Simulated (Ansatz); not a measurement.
System: α-phase Li₃N. Method: Hartree–Fock (PAW; Ansatz, a quantum-chemistry and plane-wave program).

Settings: plane-wave cutoff 460 eV, 9×9×8 k mesh (along the axes of the cell as run), Fermi–Dirac smearing 0.01 eV, scalar-relativistic PAW data made under PBE.

Cell (measured lattice):

```xyz
4
Lattice="-1.8260 -3.1627 0.0000 -1.8260 3.1627 0.0000 0.0000 0.0000 -3.8660" Properties=species:S:1:pos:R:3 pbc="T T T"
Li    -1.8260     1.0542     0.0000
Li    -1.8260    -1.0542     0.0000
Li     0.0000     0.0000    -1.9330
N      0.0000     0.0000     0.0000
```

Q: What does this level give for the band gap?

A: 
band gap: 8.19 eV (on the SCF k mesh)

Measured, for comparison: band gap 2.15 eV (4 K, zero-point motion not removed, indirect, optical absorption, E parallel c; as tabulated in Brendecke and Bludau (1979), doi:10.1063/1.326533). Computed (rounded) less measured: band gap +6.04 eV.

Note: cell and atoms aren't relaxed at this level (pressure -1.5 GPa).

Computed values are for the static lattice.
